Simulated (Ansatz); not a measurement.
Input of an Ansatz 0.2.0 run:

The input input.yaml:

```yaml
crystal:
  lattice:
    - [4.160937, 0.0, 0.0]
    - [0.0, 4.160937, 0.0]
    - [0.0, 0.0, 3.887643]
  atoms:
    - { symbol: Cu, position: [0.5, 0.0, 0.5] }
    - { symbol: Cu, position: [0.0, 0.5, 0.5] }
    - { symbol: Cu, position: [0.0, 0.0, 0.0] }
    - { symbol: O, position: [0.0, 0.0, 0.5] }
    - { symbol: O, position: [0.5, 0.0, 0.0] }
    - { symbol: O, position: [0.0, 0.5, 0.0] }
hamiltonian:
  xc: blyp
  pseudopotentials: { kind: paw }
kpoints:
  mp_grid: { grid: [7, 7, 7] }
scf:
  occupations: { method: fermi_dirac, width: 0.05 }
  n_extra_bands: 15
output:
  forces: true
  stress: true
  eigenvalues: true
  dos: { projected: true, de: 0.05, nscf_kmesh: { grid: [11, 11, 11] } }
```

Potentials or basis: Ansatz PAW.

Run with:

```bash
$ ansatz run input.yaml --threads 2 --pin off --max-ram 5632MiB --backend cpu --events-out ev --progress --plain --runs-dir out
```

Task: What does it give for the band gap on the k mesh?

Result: None (metal or under the smearing width).

Task: What does it give for the pressure?

Result: 7.5 GPa.

Task: Estimate the density of states at the Fermi level.

Result: 3.84 states/eV per cell.

Stress tensor (GPa, compression positive):
```
7.37 0.00 0.00
0.00 7.37 0.00
0.00 0.00 7.92
```

Caveat: the pressure holds a Pulay correction of +0.8 GPa for the finite cutoff; an odd number of electrons without spin polarisation forces a metal; a magnetic or distorted state may lie lower; the run has no spin polarisation, though such a crystal can be magnetic; semilocal functionals often make such compounds metallic where correlation or magnetic order opens a gap, which also shifts bond lengths; the PAW data sets come from PBE, with cores solved anew for the run's functional, which leaves a small shift of forces and pressure. With open d or f shells a metallic result of BLYP can be an artefact of self-interaction; +U or a hybrid may open a gap.
